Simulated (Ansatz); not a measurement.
# Si: the order of phases at one pressure, part 2 of 2

Aim: bring Si in several structures (fcc, bcc, hcp, simple hexagonal, diamond, beta tin) to one pressure and rank them by enthalpy. The pressure is set by scaling the first phase. The runs shown use LAPW. Companion runs by PAW are cited.

Ansatz 0.2.0; DFT PBE; a cell built from a prototype (fcc type), not taken from measurement. The steps go on from the part before.

## 6. Diamond relaxed under pressure, LAPW

Input file input.yaml:

```yaml
crystal:
  lattice:
    - [0.0, 2.5628050369, 2.5628050369]
    - [2.5628050369, 0.0, 2.5628050369]
    - [2.5628050369, 2.5628050369, 0.0]
  atoms:
    - { symbol: Si, position: [-0.125, -0.125, -0.125] }
    - { symbol: Si, position: [0.125, 0.125, 0.125] }
kpoints:
  mp_grid: { grid: [13, 13, 13] }
scf:
  occupations: { method: fermi_dirac, width: 0.1 }
hamiltonian:
  xc: pbe
  pseudopotentials: { kind: all_electron, lapw: { basis_error: 0.0005 } }
output:
  forces: true
  stress: true
  eigenvalues: true
relax:
  f_tol: 0.005
  max_steps: 12
  cell: { p_target: 26.0, stress_tol: 0.03 }
```

Command:

```sh
$ ansatz run input.yaml --threads 1 --pin off --max-ram 3584MiB --backend cpu --events-out ev --progress --plain --runs-dir out
```

Standard output, cut to the lines that bear on the results:

```text
[...]
LAPW: plane waves up to 9.074 Å⁻¹, error target 5.0e-4 eV per atom; small_component_spin mean_spin; Si in spheres of 1.076 Å, 12 of its electrons in bands, Dirac shells []
[...]
Pseudopotentials: kind: all_electron
Pseudopotential: Si, LAPW, valence charge 12, Koelling and Harmon's equation, gaussian nucleus
Functional definition: PBE
[...]
Crystal: 2 atoms, lattice volume = 33.665 Å³
Basis set: ecut = 313.6736339690427 eV, 411 PW (Γ), exchange–correlation at level 2
Bands: 16, of which v1, the nominal top of the filled ones, is band 12 counted from 1 (11 counted from 0)
Symmetry: 48 space group operations
Space group: Fd-3m (ITA 227), of the structure as read, at distance tolerance 3.2e-5 Å
k-points: 84 of 2197
[...]
SCF iter   1: F=—  HF=-15784.295162 eV  |F-HF|=—  |Δ(HF+E_count)|=         —  Δρ=5.34e-2  dr2=9.89e-1  ethr=4.11e-3  ⟨swp⟩=2.0  Hψ=9462  notcnv=0
[...]
       25.994542      -0.000000      -0.000000
       -0.000000      25.994542       0.000000
       -0.000000       0.000000      25.994542
  P = ⅓ Tr σ = 25.9945 GPa (259.945 kbar)
--- Band table (eV; the first three rows and the last of 84) ---
  k-point 0: bands = ["-123.8535", "-123.8358", "-79.8838", "-79.8838", "-79.8838", "-79.8503", "-79.8503", "-79.8503", "-3.5859", "9.6700", "9.6700", "9.6700", "12.2823", "12.2823", "12.2823", "15.1353"]
[...]
--- Relaxed structure (2 steps of the walk, 2 accepted, 1 SCFs on fresh bases) ---
  F+E_penalty+E_count = -15784.03884795 eV   max|allowed force component| = 2.544e-17 eV/Å   (the final SCF, on the basis selected at the relaxed cell)
  cell:  # Å, volume = 33.6420 Å³
    - [-1.9107645123358462e-35, 2.5622250599439638, 2.5622250599439638]
    - [2.5622250599439638, -6.209984665091499e-35, 2.5622250599439638]
    - [2.5622250599439638, 2.5622250599439638, 2.0699948883638334e-35]
  atoms:
    - { symbol: Si, position: [-0.125, -0.125, -0.125] }
    - { symbol: Si, position: [0.125, 0.125, 0.125] }
```

It took 11 s on 1 thread of Intel Xeon 6975P-C (Granite Rapids), shared host; peak memory 0.37 GiB.

The steps of the relaxation:

```csv
step,energy from step 1 (eV/cell),largest force component (eV/Å),pressure (GPa),volume (Å³)
1,0.0000,0.0000,25.87,33.66
2,0.0037,0.0000,25.99,33.64
3,0.0037,0.0000,25.99,33.64
```

Step 1 is the start. Step 3 repeats the geometry before on a plane-wave basis chosen anew for that cell, so the energy can jump there without any move; the table keeps such jumps.

| input's cell | before | after | change |
| --- | --- | --- | --- |
| a (Å) | 3.624 | 3.624 | -0.0 % |
| b (Å) | 3.624 | 3.624 | -0.0 % |
| c (Å) | 3.624 | 3.624 | -0.0 % |
| volume (Å³/atom) | 16.83 | 16.82 | -0.1 % |

## 7. Beta tin relaxed under pressure, LAPW

Input file input.yaml:

```yaml
crystal:
  lattice:
    - [-2.2919425701, 2.2919425701, 1.236331449]
    - [2.2919425701, -2.2919425701, 1.236331449]
    - [2.2919425701, 2.2919425701, -1.236331449]
  atoms:
    - { symbol: Si, position: [-0.375, -0.125, -0.25] }
    - { symbol: Si, position: [0.375, 0.125, 0.25] }
kpoints:
  mp_grid: { grid: [17, 17, 17] }
scf:
  occupations: { method: fermi_dirac, width: 0.1 }
hamiltonian:
  xc: pbe
  pseudopotentials: { kind: all_electron, lapw: { basis_error: 0.0005 } }
output:
  forces: true
  stress: true
  eigenvalues: true
relax:
  f_tol: 0.005
  max_steps: 12
  cell: { p_target: 26.0, stress_tol: 0.03 }
```

Command:

```sh
$ ansatz run input.yaml --threads 1 --pin off --max-ram 3584MiB --backend cpu --events-out ev --progress --plain --runs-dir out
```

Standard output, cut to the lines that bear on the results:

```text
[...]
LAPW: plane waves up to 8.242 Å⁻¹, error target 5.0e-4 eV per atom; small_component_spin mean_spin; Si in spheres of 1.151 Å, 12 of its electrons in bands, Dirac shells []
[...]
Pseudopotentials: kind: all_electron
Pseudopotential: Si, LAPW, valence charge 12, Koelling and Harmon's equation, gaussian nucleus
Functional definition: PBE
[...]
Crystal: 2 atoms, lattice volume = 25.978 Å³
Basis set: ecut = 258.80021531792653 eV, 263 PW (Γ), FFT grids on a1+a2, a2, a3, exchange–correlation at level 2
Bands: 16, of which v1, the nominal top of the filled ones, is band 12 counted from 1 (11 counted from 0)
Symmetry: 16 space group operations
Space group: I41/amd (ITA 141), of the structure as read, at distance tolerance 3.0e-5 Å
k-points: 405 of 4913
[...]
       25.993099       0.000000       0.000000
        0.000000      25.993099      -0.000000
        0.000000      -0.000000      25.996053
  P = ⅓ Tr σ = 25.9941 GPa (259.941 kbar)
--- Band table (eV; the first three rows and the last of 405) ---
  k-point 0: bands = ["-120.3487", "-120.3417", "-76.3891", "-76.3885", "-76.3862", "-76.3862", "-76.3624", "-76.3624", "-1.3933", "10.8380", "10.8380", "11.9831", "14.6063", "21.8672", "23.9036", "23.9036"]
[...]
--- Relaxed structure (2 steps of the walk, 2 accepted, 1 SCFs on fresh bases) ---
  F+E_penalty+E_count = -15783.64170617 eV   max|allowed force component| = 3.469e-18 eV/Å   (the final SCF, on the basis selected at the relaxed cell)
  cell:  # Å, volume = 25.9728 Å³
    - [-2.2917888205664645, 2.2917888205664645, 1.2362587858457506]
    - [2.2917888205664645, -2.2917888205664645, 1.2362587858457506]
    - [2.2917888205664645, 2.2917888205664645, -1.2362587858457506]
  atoms:
    - { symbol: Si, position: [-0.375, -0.12500000000000003, -0.25] }
    - { symbol: Si, position: [0.375, 0.12500000000000003, 0.25] }
```

It took 38 s on 1 thread of Intel Xeon 6975P-C (Granite Rapids), shared host; peak memory 0.67 GiB.

Step by step:

| step | energy from step 1 (eV/cell) | largest force component (eV/Å) | pressure (GPa) | volume (Å³) |
| --- | --- | --- | --- | --- |
| 1 | 0.0000 | 0.0000 | 25.95 | 25.98 |
| 2 | 0.0008 | 0.0000 | 25.99 | 25.97 |
| 3 | 0.0008 | 0.0000 | 25.99 | 25.97 |

Step 1 is the start. Step 3 repeats the geometry before on a plane-wave basis chosen anew for that cell, so the energy can jump there without any move; the table keeps such jumps.

| input's cell | before | after | change |
| --- | --- | --- | --- |
| a (Å) | 3.469 | 3.469 | -0.0 % |
| b (Å) | 3.469 | 3.469 | -0.0 % |
| c (Å) | 3.469 | 3.469 | -0.0 % |
| volume (Å³/atom) | 12.99 | 12.99 | -0.0 % |

Read from it: pressure 25.99 GPa; no gap.

## 8. Side by side

The PAW rows are taken from companion runs at the same settings.

Enthalpy per atom, H = F + pV at p = 26 GPa, from each method's lowest phase:

```
method             start  space group, start → end  volume (Å³/atom)  pressure (GPa)  enthalpy (meV/atom)
  LAPW               fcc             Fm-3m → Fm-3m            11.817            26.0                 91.6
  LAPW               bcc             Im-3m → Im-3m            12.150            26.0                121.5
  LAPW               hcp       P6_3/mmc → P6_3/mmc            11.841            26.0                 52.1
  LAPW  simple hexagonal           P6/mmm → P6/mmm            12.775            26.0                  0.0
  LAPW           diamond             Fd-3m → Fd-3m            16.821            26.0                441.7
  LAPW          beta tin       I4_1/amd → I4_1/amd            12.986            26.0                 18.0
   PAW               fcc             Fm-3m → Fm-3m            11.815            26.0                 90.3
   PAW               bcc             Im-3m → Im-3m            12.147            26.0                120.5
   PAW               hcp       P6_3/mmc → P6_3/mmc            11.839            26.0                 50.9
   PAW  simple hexagonal           P6/mmm → P6/mmm            12.775            26.0                  0.0
   PAW           diamond             Fd-3m → Fd-3m            16.832            26.0                443.6
   PAW          beta tin       I4_1/amd → I4_1/amd            12.989            26.0                 18.0
```

## 9. Outcome

What follows sums up all 2 parts.

| quantity | value |
| --- | --- |
| pressure | 26 GPa |
| lowest (LAPW) | simple hexagonal, 18.0 meV/atom under beta tin |
| lowest (PAW) | simple hexagonal, 18.0 meV/atom under beta tin |

In words: By LAPW the order is simple hexagonal < beta tin < hcp < fcc < bcc < diamond. By PAW the order is simple hexagonal < beta tin < hcp < fcc < bcc < diamond. The methods agree on the lowest phase. Only these structures were tried, with electrons smeared by 0.1 eV and without vibrations, so the true ground state may be another. The k meshes differ between phases and weren't tested, which can move differences by some meV.
